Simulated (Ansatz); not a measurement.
The cell is the one relaxed in the Materials Project (mp-20071), not relaxed further here; entries there can be hypothetical. The listed cell was then made from it by scaling, straining or moving an atom.

Eu: DFT, PBEsol, all-electron LAPW, scalar-relativistic (Ansatz 0.2.0). What sets it apart from a plain run of this crystal: volume scaled by 1.05.

Command: `ansatz run input.yaml --threads 1 --pin off --max-ram 3072MiB --backend cpu --events-out ev --progress --plain --runs-dir out` The run took 16 s on 1 thread of Arm Neoverse V2, with other jobs on the host.

```yaml
crystal:
  lattice:
    - [-2.2805911966, 2.2805911966, 2.2805911966]
    - [2.2805911966, -2.2805911966, 2.2805911966]
    - [2.2805911966, 2.2805911966, -2.2805911966]
  atoms:
    - { symbol: Eu, position: [0.0, 0.0, 0.0], spin: 7.0 }
magnetization:
  spin_polarized: true
kpoints:
  mp_grid: { grid: [10, 10, 10] }
scf:
  occupations: { method: fermi_dirac, width: 0.05 }
hamiltonian:
  xc: pbesol
  pseudopotentials: { kind: all_electron, lapw: { basis_error: 0.001 } }
output:
  forces: true
  stress: true
  eigenvalues: true
```

Output (standing set-up lines are left out):

```
LAPW: plane waves up to 6.492 Å⁻¹, error target 1.0e-3 eV per atom; small_component_spin mean_spin; Eu in spheres of 1.975 Å, 27 of its electrons in bands, Dirac shells []
Crystal: 1 atoms, lattice volume = 47.446 Å³
Basis set: ecut = 160.58517700841568 eV, 225 PW (Γ), exchange–correlation at level 2
iter 1 solved again at ethr=4.23e-5 eV; its pass at ethr=1.00e-1 eV (dr2=1.14e-2 eV) is discarded
SCF iter   1: F=—  HF=-294969.164513 eV  |F-HF|=—  |Δ(HF+E_count)|=         —  Δρ=2.94e-3 (↑2.94e-3 ↓2.20e-3)  dr2=1.15e-2  dr2_m=1.21e-3  M=7.152 μB ∫|m|=7.152 μB  β_m=0.30  ethr=4.23e-5  ⟨swp⟩=3.2  Hψ=13198  notcnv=0
Mixer restart at iter 1: flushing history
preconditioner: auto → Kerker (q_TF=auto, 2.484 Å⁻¹)  [metal: Δε(μ)=0.024 eV  Ē_g=11.228 eV  σ=0.050 eV  W_gap=0.12  n_scr=12 (ndim 8)  ℏωp=20.9 eV  f_vac=0.000  D(μ)=1.29/eV (n_scr^D=12)]
spin=Collinear: Kerker preconditioning applied to the charge; magnetization (m = ρ↑ − ρ↓) channel mixes plain (no charge-response kernel on spin).
SCF iter   2: F=—  HF=-294969.168849 eV  |F-HF|=—  |Δ(HF+E_count)|=   4.34e-3  Δρ=2.44e-3 (↑2.44e-3 ↓1.87e-3)  dr2=7.88e-3  dr2_m=9.16e-4  M=7.178 μB ∫|m|=7.178 μB  β_m=0.65  ethr=4.23e-5  ⟨swp⟩=2.0  Hψ=5821  notcnv=0
SCF iter   3: F=—  HF=-294969.181414 eV  |F-HF|=—  |Δ(HF+E_count)|=   1.26e-2  Δρ=1.34e-3 (↑1.34e-3 ↓9.10e-4)  dr2=2.77e-3  dr2_m=2.26e-4  M=7.249 μB ∫|m|=7.250 μB  β_m=0.51  ethr=2.92e-5  ⟨swp⟩=2.5  Hψ=5898  notcnv=0
SCF iter   4: F=—  HF=-294969.177410 eV  |F-HF|=—  |Δ(HF+E_count)|=   4.00e-3  Δρ=9.53e-4 (↑9.53e-4 ↓8.42e-4)  dr2=1.10e-3  dr2_m=2.23e-4  M=7.284 μB ∫|m|=7.284 μB  β_m=0.75  ethr=1.03e-5  ⟨swp⟩=2.0  Hψ=5842  notcnv=0
iter 5 solved again at ethr=1.95e-7 eV; its pass at ethr=4.08e-6 eV (dr2=5.27e-5 eV) is discarded
SCF iter   5: F=—  HF=-294969.179481 eV  |F-HF|=—  |Δ(HF+E_count)|=         —  Δρ=1.83e-4 (↑1.83e-4 ↓1.48e-4)  dr2=5.27e-5  dr2_m=6.66e-6  M=7.365 μB ∫|m|=7.366 μB  β_m=0.77  ethr=1.95e-7  ⟨swp⟩=2.0  Hψ=9742  notcnv=0
the basis was enlarged: its passes take 111.0 KiB over the memory plan, 2 of 2 planned eigensolver slots
SCF iter   6: F=—  HF=-294969.179798 eV  |F-HF|=—  |Δ(HF+E_count)|=   3.17e-4  Δρ=1.35e-4 (↑1.35e-4 ↓9.99e-5)  dr2=2.72e-5  dr2_m=3.34e-6  M=7.373 μB ∫|m|=7.374 μB  β_m=0.88  ethr=1.95e-7  ⟨swp⟩=3.0  Hψ=5971  notcnv=0
SCF iter   7: F=—  HF=-294969.180006 eV  |F-HF|=—  |Δ(HF+E_count)|=   2.08e-4  Δρ=3.90e-5 (↑3.90e-5 ↓2.76e-5)  dr2=1.98e-6  dr2_m=1.95e-7  M=7.388 μB ∫|m|=7.389 μB  β_m=0.94  ethr=1.01e-7  ⟨swp⟩=3.0  Hψ=5982  notcnv=0
SCF iter   8: F=—  HF=-294969.180055 eV  |F-HF|=—  |Δ(HF+E_count)|=   4.96e-5  Δρ=7.46e-6 (↑7.46e-6 ↓6.88e-6)  dr2=4.31e-8  dr2_m=1.11e-8  M=7.393 μB ∫|m|=7.393 μB  β_m=0.97  ethr=7.34e-9  ⟨swp⟩=3.0  Hψ=6080  notcnv=0
SCF iter   9: F=—  HF=-294969.180056 eV  |F-HF|=—  |Δ(HF+E_count)|=   7.24e-7  Δρ=2.11e-6 (↑1.88e-6 ↓2.11e-6)  dr2=8.91e-9  dr2_m=4.51e-10  M=7.394 μB ∫|m|=7.394 μB  β_m=0.99  ethr=1.59e-10  ⟨swp⟩=3.0  Hψ=6015  notcnv=0
SCF iter  10: F=—  HF=-294969.180056 eV  |F-HF|=—  |Δ(HF+E_count)|=   2.00e-8  Δρ=1.68e-6 (↑1.68e-6 ↓9.51e-7)  dr2=4.73e-9  dr2_m=2.95e-10  M=7.394 μB ∫|m|=7.394 μB  β_m=0.99  ethr=3.30e-11  ⟨swp⟩=2.9  Hψ=5913  notcnv=0
SCF iter  11: F=-294969.180056 eV  HF=-294969.180056 eV  |F-HF|=1.80e-9  |Δ(HF+E_count)|=   7.63e-9  Δρ=3.09e-7 (↑2.00e-7 ↓3.09e-7)  dr2=6.44e-11  dr2_m=1.92e-11  M=7.394 μB ∫|m|=7.394 μB  ethr=1.75e-11  ⟨swp⟩=2.0  Hψ=5825  notcnv=0
SCF 1 converged in 11 iterations: F = -294969.180056 eV  dr2 = 6.44e-11
SCF converged after 11 iterations
Magnetization: 7.3939 μB (17.1970 up, 9.8030 down)
Absolute magnetization: 7.3941 μB (∫|ρ↑−ρ↓|)
Spin contamination: 0.0041 ħ² per cell (⟨S²⟩ above its minimum at these occupations)
Per-site moments (μB) at R_I (Å): [(7.2063035545948, 1.9750498824722025)]
Free energy (F): -294969.180056 eV
Harris-Foulkes:  -294969.180056 eV  (|F-HF|=1.80e-9)
Internal energy: -294969.166140 eV  (E = F + TS)
E sigma→0 (E₀):  -294969.173098 eV
Entropy (-TS):   -0.013916 eV (-13.916 meV/atom)
Fermi energy:    9.385911 eV
--- Per-component energies (eV) ---
  E_band       = -1246.409963
  E_kinetic    = 319744.009444
  E_xc         = -6517.692372
  E_electrostatic = -608195.483212  (all electrons and nuclei)
  E_smearing   = -0.013916  (= −TS)
  E_closure    = 0.000000  (closes the sum)
  E_atoms      = -294958.727659  (free atoms, spherical and without spin; not in F)
  Σ components = -294969.180056   (vs F -294969.180056, Δ=0.00e0)
  Basis errors (estimates in eV, not in F): energy 6.4e-5 per atom: plane waves 2.2e-5 (1.1e-5 summed), levels above the bands 9.0e-30, relativity 1.1e-7, radial functions 4.2e-5, core shells 3.3e-8; eigenvalues (radial functions only) 1.1e-6; not estimated: angular momenta, meshes, grids; target (lapw.basis_error) 1.0e-3; muffin-tin radii Eu 1.975 Å
--- Forces (eV/Å), atoms counted from 1 ---
  atom   1  Eu    -0.00000000     0.00000000    -0.00000000
  max |Σ_I F_I| component: 5.75e-31 eV/Å
--- Stress (GPa, compression-positive) ---
       -2.336566       0.000000       0.000000
        0.000000      -2.336566       0.000000
        0.000000       0.000000      -2.336566
  P = ⅓ Tr σ = -2.3366 GPa (-23.366 kbar)
--- Band table (eV; the first three rows and the last of 94) ---
  k-point 0 ↑: bands = ["-123.1388", "-123.1388", "-123.1388", "-123.1337", "-123.1337", "-32.2300", "-10.9079", "-10.9079", "-10.9079", "5.1446", "8.8196", "8.8196", "8.8196", "8.9502", "8.9502", "8.9502", "8.9875", "11.0743", "11.0743", "11.0743", "12.6164"]
  k-point 1 ↑: bands = ["-123.1388", "-123.1388", "-123.1388", "-123.1337", "-123.1337", "-32.2281", "-10.9381", "-10.9177", "-10.9080", "5.3480", "8.8189", "8.8224", "8.8260", "8.9405", "8.9443", "8.9459", "8.9735", "10.9304", "11.0000", "11.2931", "12.4230"]
  k-point 2 ↑: bands = ["-123.1388", "-123.1388", "-123.1388", "-123.1337", "-123.1337", "-32.2230", "-11.0158", "-10.9433", "-10.9080", "5.9192", "8.8184", "8.8273", "8.8457", "8.9139", "8.9182", "8.9381", "8.9638", "10.5906", "10.6414", "11.9141", "12.3006"]
  k-point 46 ↓: bands = ["-117.7248", "-117.7248", "-117.7248", "-117.7101", "-117.7101", "-29.0807", "-8.8108", "-8.8108", "-8.8108", "9.2980", "9.2980", "13.1383", "13.1383", "13.1383", "13.3956", "13.7147", "13.7147", "13.7147", "15.0582", "15.0582", "15.0582"]
```

Semilocal functionals without a Hubbard term describe localised f shells poorly; where the shell is localised, the real material differs.

Other magnetic orders may lie lower; this is the state that the run reached.
